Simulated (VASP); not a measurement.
# Li (Im-3m) in VASP: a series of runs, part 2 of 2

VASP 6.6.1. Earlier steps stand in the parts before.

### 4 Single point, PBE, non-collinear spin, zero start, spin-orbit coupling

This run uses another cell than the first one, of 20.37 Å³/atom, 1.006 times its volume.

File INCAR:

```
SYSTEM = Li
  ALGO = Fast
  EDIFF = 1E-6
  ENCUT = 520
  GGA = PE
  GGA_COMPAT = .False.
  ISIF = 2
  ISMEAR = 0
  LASPH = .True.
  LCHARG = .False.
  LORBIT = 11
  LORBMOM = .True.
  LREAL = .False.
  LSORBIT = .True.
  LWAVE = .False.
  MAGMOM = 0 0 0
  NBANDS = 14
  NELM = 150
  PREC = Accurate
  SIGMA = 0.05
```

File KPOINTS:

```
k-points
0
Gamma
  18 18 18
  0 0 0
```

File POSCAR:

```
Li
1.0
   -1.7203674781      1.7203674781      1.7203674781
    1.7203674781     -1.7203674781      1.7203674781
    1.7203674781      1.7203674781     -1.7203674781
Li
1
Direct
    0.0000000000      0.0000000000      0.0000000000
```

Potentials or basis: VASP PAW PBE potentials, release 64 (Li_sv).

Command:

```console
$ cat potpaw_PBE.64/Li_sv/POTCAR > POTCAR
$ mpirun -np 1 vasp_ncl > vasp.out
```

OUTCAR:

```text
SYSTEM = Li
   EDIFF = 1E-6
   ENCUT = 520
   GGA = PE
   ISIF = 2
   ISMEAR = 0
   LASPH = .True.
   LORBIT = 11
   LREAL = .False.
   LSORBIT = .True.
   NELM = 150
   PREC = Accurate

 ion  position               nearest neighbor table
   1  0.000  0.000  0.000-

  LATTYP: Found a body centered cubic cell.
 ALAT       =     3.4407349562

  Lattice vectors:

 A1 = (  -1.7203674781,   1.7203674781,   1.7203674781)
 A2 = (   1.7203674781,  -1.7203674781,   1.7203674781)
 A3 = (   1.7203674781,   1.7203674781,  -1.7203674781)

Analysis of symmetry for initial positions (statically):
=====================================================================
 Subroutine PRICEL returns:
 Original cell was already a primitive cell.

 Routine SETGRP: Setting up the symmetry group for a
 body centered cubic supercell.

 Subroutine GETGRP returns: Found 48 space group operations
 (whereof 48 operations were pure point group operations)
 out of a pool of 48 trial point group operations.

The static configuration has the point symmetry O_h .

Analysis of symmetry for dynamics (positions and initial velocities):
=====================================================================
 Subroutine PRICEL returns:
 Original cell was already a primitive cell.

 Routine SETGRP: Setting up the symmetry group for a
[... 615 lines left out ...]

  FREE ENERGIE OF THE ION-ELECTRON SYSTEM (eV)
  ---------------------------------------------------
  free  energy   TOTEN  =        -1.9051949030 eV

  energy  without entropy=       -1.9045123845  energy(sigma->0) =       -1.90485364

 orbital moment (x)

 # of ion     p       tot
 --------------------------------
  1         0.000   0.000
 --------------------------------
            0.000   0.000

 orbital moment (y)

 # of ion     p       tot
 --------------------------------
  1         0.000   0.000
 --------------------------------
            0.000   0.000

 orbital moment (z)

 # of ion     p       tot
 --------------------------------
  1        -0.000  -0.000
 --------------------------------
           -0.000  -0.000

 Spin-Orbit-Coupling matrix elements

 Ion:    1  E_soc:     -0.0000000
 l=   1
     0.0000000    -0.0000000    -0.0000000
    -0.0000000     0.0000000    -0.0000000
    -0.0000000    -0.0000000     0.0000000
 l=   2
     0.0000000     0.0000000     0.0000000     0.0000000     0.0000000
     0.0000000     0.0000000     0.0000000     0.0000000     0.0000000
     0.0000000     0.0000000     0.0000000     0.0000000     0.0000000
     0.0000000     0.0000000     0.0000000     0.0000000     0.0000000
     0.0000000     0.0000000     0.0000000     0.0000000     0.0000000
 l=   3
     0.0000000     0.0000000     0.0000000     0.0000000     0.0000000     0.0000000     0.0000000
     0.0000000     0.0000000     0.0000000     0.0000000     0.0000000     0.0000000     0.0000000
     0.0000000     0.0000000     0.0000000     0.0000000     0.0000000     0.0000000     0.0000000
     0.0000000     0.0000000     0.0000000     0.0000000     0.0000000     0.0000000     0.0000000
     0.0000000     0.0000000     0.0000000     0.0000000     0.0000000     0.0000000     0.0000000
     0.0000000     0.0000000     0.0000000     0.0000000     0.0000000     0.0000000     0.0000000
     0.0000000     0.0000000     0.0000000     0.0000000     0.0000000     0.0000000     0.0000000

 total charge

# of ion       s       p       d       tot
------------------------------------------
    1        2.033   0.041   0.000   2.074

 magnetization (x)

# of ion       s       p       d       tot
------------------------------------------
    1       -0.000   0.000   0.000   0.000

 magnetization (y)

# of ion       s       p       d       tot
------------------------------------------
    1        0.000   0.000   0.000   0.000

 magnetization (z)

# of ion       s       p       d       tot
------------------------------------------
    1       -0.000  -0.000   0.000  -0.000
```

stdout:

```text
POSCAR found type information on POSCAR Li
 POSCAR found :  1 types and       1 ions
 scaLAPACK will be used
 LDA part: xc-table for (Slater+PW92), standard interpolation
 POSCAR, INCAR and KPOINTS ok, starting setup
 FFT: planning ... GRIDC
 FFT: planning ... GRID_SOFT
 FFT: planning ... GRID
 WAVECAR not read
 entering main loop
WARNING in EDDRMM: call to ZHEGV failed, returncode =   6  3     10
WARNING in EDDRMM: call to ZHEGV failed, returncode =   6  3      8
WARNING in EDDRMM: call to ZHEGV failed, returncode =   8  4     13
```

It took 56 s on 1 thread of Intel Xeon 6975P-C (Granite Rapids), shared host; peak memory 0.23 GiB.

Results:

| Quantity | Value |
| --- | --- |
| Free energy | -1.9052 eV |
| Net moment | 0.00 μB per cell |
| Valence electrons inside the program's atomic spheres | Li 2.07 |

Moments on the atoms (μB; x, y, z):
```
Li  0.00 0.00 0.00
```

Caveat: the cutoff is under 1.25 times the usual one of these potentials, so pressure, stress and relaxed cells hold a basis-set (Pulay) error.

### 5 Single point, PBE

This run uses another cell than the first one, of 21.17 Å³/atom, 1.045 times its volume.

File INCAR:

```
PREC = Accurate
ENCUT = 520
EDIFF = 1E-6
ISMEAR = 0
SIGMA = 0.05
LREAL = F
LASPH = T
NELM = 60
ALGO = Normal
ISIF = 2
LWAVE = F
LCHARG = F
GGA = PE
NBANDS = 8
```

File KPOINTS:

```
regular mesh
0
Gamma
  8 8 8
```

File POSCAR:

```
Li
1.0
   -1.7426702242      1.7426702242      1.7426702242
    1.7426702242     -1.7426702242      1.7426702242
    1.7426702242      1.7426702242     -1.7426702242
Li
1
Direct
    0.0000000000      0.0000000000      0.0000000000
```

Command:

```console
$ cat potpaw_PBE.64/Li_sv/POTCAR > POTCAR
$ mpirun -np 1 vasp_std > vasp.out
```

Wall time 4.2 s (1 thread of AMD EPYC 9R14 (Zen 4), shared host); peak memory 0.09 GiB.

The run converged. Its results:

```yaml
Free_energy: -1.8915 eV
Band_gap_on_the_k_mesh: none (metal or under the smearing width)
```

Levels at points of the mesh, in eV from the Fermi level:
```csv
k point,band 1,band 2,band 3,band 4,band 5,band 6
"(0.00, 0.00, 0.00)",-46.66,-3.56,14.10,14.10,14.10,18.78
"(0.50, 0.00, 0.00)",-46.65,0.19,3.06,9.99,11.44,13.21
"(0.50, 0.50, 0.50)",-46.64,5.31,5.31,5.31,7.52,7.52
```

Caveat: the cutoff is under 1.25 times the usual one of these potentials, so pressure, stress and relaxed cells hold a basis-set (Pulay) error.

### 6 Single point, PBE

This run uses another cell than the first one, of 20.37 Å³/atom, 1.006 times its volume.

File INCAR:

```
PREC = Accurate ; ENCUT = 520
EDIFF = 1E-6 ; ISMEAR = 0
SIGMA = 0.05 ; LREAL = False
LASPH = True ; NELM = 60
ALGO = Normal ; ISIF = 2
LWAVE = False ; LCHARG = True
GGA = PE ; LELF = True
LVHAR = True ; NBANDS = 8
```

File KPOINTS:

```
Automatic mesh
0
Gamma
  8 8 8
```

File POSCAR:

```
Li
1.0
   -1.7203674780      1.7203674780      1.7203674780
    1.7203674780     -1.7203674780      1.7203674780
    1.7203674780      1.7203674780     -1.7203674780
Li
1
Direct
    0.0000000000      0.0000000000      0.0000000000
```

Potentials or basis: VASP PAW PBE potentials, release 64 (Li_sv).

Command:

```console
$ cat potpaw_PBE.64/Li_sv/POTCAR > POTCAR
$ mpirun -np 1 vasp_std > vasp.out
```

Run time: 3.9 s. Hardware: 1 thread of AMD EPYC 9R14 (Zen 4), shared host; peak memory 0.1 GiB.

Results (log left out):

| Property | Result |
| --- | --- |
| Free energy | -1.8927 eV |
| Band gap on the k mesh | none (metal or under the smearing width) |

Levels at points of the mesh, in eV from the Fermi level:
| k point | band 1 | band 2 | band 3 | band 4 |
| --- | --- | --- | --- | --- |
| (0.00, 0.00, 0.00) | -46.59 | -3.61 | 14.50 | 14.50 |
| (0.50, 0.00, 0.00) | -46.58 | 0.19 | 3.18 | 10.27 |
| (0.50, 0.50, 0.50) | -46.56 | 5.45 | 5.45 | 5.45 |

Caveat: the cutoff is under 1.25 times the usual one of these potentials, so pressure, stress and relaxed cells hold a basis-set (Pulay) error.

### 7 Single point, PBE, non-collinear spin, zero start, spin-orbit coupling

File INCAR:

```
ALGO = Normal ; EDIFF = 1E-6
ENCUT = 520 ; GGA = PE
GGA_COMPAT = False ; ISIF = 2
ISMEAR = 0 ; LASPH = True
LCHARG = True ; LORBIT = 11
LORBMOM = True ; LREAL = False
LSORBIT = True ; LVHAR = True
LWAVE = False ; MAGMOM = 0 0 0
NBANDS = 14 ; NELM = 150
PREC = Accurate ; SIGMA = 0.05
```

File KPOINTS:

```
k-points
0
Gamma
  18 18 18
```

File POSCAR:

```
Li
1.0
   -1.7180705895      1.7180705895      1.7180705895
    1.7180705895     -1.7180705895      1.7180705895
    1.7180705895      1.7180705895     -1.7180705895
Li
1
Direct
    0.0000000000      0.0000000000      0.0000000000
```

Command:

```console
$ cat potpaw_PBE.64/Li_sv/POTCAR > POTCAR
$ mpirun -np 1 vasp_ncl > vasp.out
```

It took 54 s on 1 thread of AMD EPYC 9R14 (Zen 4), shared host; peak memory 0.2 GiB.

The run converged. Its results:

| Property | Result |
| --- | --- |
| Free energy | -1.9052 eV |
| Net moment | 0.00 μB per cell |
| Valence electrons inside the program's atomic spheres | Li 2.07 |

Moments on the atoms (μB; x, y, z):
```
Li  0.00 0.00 0.00
```

Caveat: the cutoff is under 1.25 times the usual one of these potentials, so pressure, stress and relaxed cells hold a basis-set (Pulay) error.

### 8 Overview

```csv
spin,cell,k mesh,gap on the mesh (eV),moment (μB)
"non-collinear, zero start, SOC","Im-3m, 20.25 Å³/atom",18 × 18 × 18,-,0.00
off,"Im-3m, 21.25 Å³/atom",8 × 8 × 8,none,-
"non-collinear, zero start, SOC","Im-3m, 20.37 Å³/atom",18 × 18 × 18,-,0.00
off,"Im-3m, 21.17 Å³/atom",8 × 8 × 8,none,-
off,"Im-3m, 20.37 Å³/atom",8 × 8 × 8,none,-
"non-collinear, zero start, SOC","Im-3m, 20.29 Å³/atom",18 × 18 × 18,-,0.00
```

Alike in all rows: task single point; level PBE; potentials or basis VASP PAW PBE potentials, release 64 (Li_sv); cutoff (eV) 520; smearing gaussian 0.05 eV.

Every run on the cell as given and a fine mesh finds a metal.

Caveats: the cutoff is under 1.25 times the usual one of these potentials, so pressure, stress and relaxed cells hold a basis-set (Pulay) error.

Total energies depend on the potentials used, so only differences within one code and one set of settings carry meaning.
